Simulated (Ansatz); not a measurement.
Cu: course of a relaxation

These are results of Ansatz, DFT PBE, scalar-relativistic, plane waves, PAW, not measurements. (420 eV cutoff, 20×20×20 k-mesh, Gaussian smearing of 0.10 eV, no spin polarisation)

What was changed in Ni: Ni → Cu on all its sites, cell and atoms relaxed.

Command:

```bash
ansatz run input.yaml --threads 1 --pin off --max-ram 2560MiB --backend cpu --events-out ev --progress --plain --runs-dir out
```

Input:

```yaml
crystal:
  lattice:
    - [0.0, 1.8344289553, 1.8344289553]
    - [1.8344289553, 0.0, 1.8344289553]
    - [1.8344289553, 1.8344289553, 0.0]
  atoms:
    - { symbol: Cu, position: [0.0, 0.0, 0.0] }
basis:
  ecutwfc: 420
kpoints:
  mp_grid: { grid: [20, 20, 20] }
hamiltonian:
  xc: pbe
scf:
  occupations: { method: gaussian, width: 0.1 }
output:
  forces: true
  stress: true
  eigenvalues: true
relax:
  adjacent_minimum: "off"
  f_tol: 0.01
  max_steps: 60
  cell: { stress_tol: 0.1 }
```

F is the free energy. Steps run on the plane waves of an earlier cell, but the last one, and at times one on the way, on a freshly chosen basis, so a repeated geometry can differ a little in energy.

Steps:

| step | F − F(1) (eV) | largest force component (eV/Å) | V (Å³/atom) | P (GPa) |
| --- | --- | --- | --- | --- |
| 1 | 0.0000 | 0.000 | 12.346 | -4.16 |
| 2 | -0.0043 | 0.000 | 12.135 | -2.03 |
| 3 | -0.0056 | 0.000 | 11.940 | 0.15 |
| 4 | -0.0056 | 0.000 | 11.953 | 0.00 |
| 5 | -0.0052 | 0.000 | 11.953 | 0.04 |

Relaxed structure:

```yaml
crystal:
  lattice:
    - [0.00000, 1.81473, 1.81473]
    - [1.81473, 0.00000, 1.81473]
    - [1.81473, 1.81473, 0.00000]
  atoms:
    - { symbol: Cu, position: [0.00000, 0.00000, 0.00000] }
```

The structure is cubic, space group Fm-3m (No. 225). Conventional cell: a = 3.629 Å, b = 3.629 Å, c = 3.629 Å, α = 90.00°, β = 90.00°, γ = 90.00°. Around Cu (site symmetry m-3m) lie 12 Cu at 2.57 Å.

The run converged. It took 22 s on 1 thread of AMD EPYC 7R43 64-Core Processor (Zen 3), with other jobs on the host, peak memory 0.38 GiB.